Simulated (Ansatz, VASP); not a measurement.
**One calculation of CdS, two programs**

```
CELL_PARAMETERS angstrom
4.12097 0.00000 0.00000
-2.06049 3.56887 0.00000
0.00000 0.00000 6.72643
ATOMIC_POSITIONS crystal
Cd 0.33333 0.66667 0.00000
Cd 0.66667 0.33333 0.50000
S 0.33333 0.66667 0.38500
S 0.66667 0.33333 0.88500
```

Change from the starting cell: volume scaled by 0.99, crystal datasets.

Alike in both runs: task electric field gradients; functional PBE; k mesh 7 × 7 × 4; occupations fermi-dirac, width 0.01 eV; no spin polarisation.

|  | VASP | Ansatz |
| --- | --- | --- |
| version | VASP 6.6.1 | Ansatz 0.2.0 |
| potentials or method | VASP PAW PBE potentials, release 64 (Cd, S), cutoff 520 eV | all-electron PAW with datasets made for the crystal, scalar-relativistic |

```csv
,VASP,Ansatz,Ansatz less VASP
gap on the k mesh at the Fermi level (eV),1.25,1.25,-0.003
pressure (GPa),3.6,3.2,-0.34
largest component of the traceless stress (GPa),1.65,1.59,-0.051
rms of the force components (eV/Å),0.161,0.157,-0.0046
Vzz of the field gradient on the site that differs most (V/Å²),35.8,32.9,-2.91
```

Atom by atom the forces differ by 0.005 eV/Å (rms over components). Ansatz ran all-electron here, so the differences hold the error of VASP's frozen core and of both bases. Ansatz warned: «gradients_without_spin_orbit».
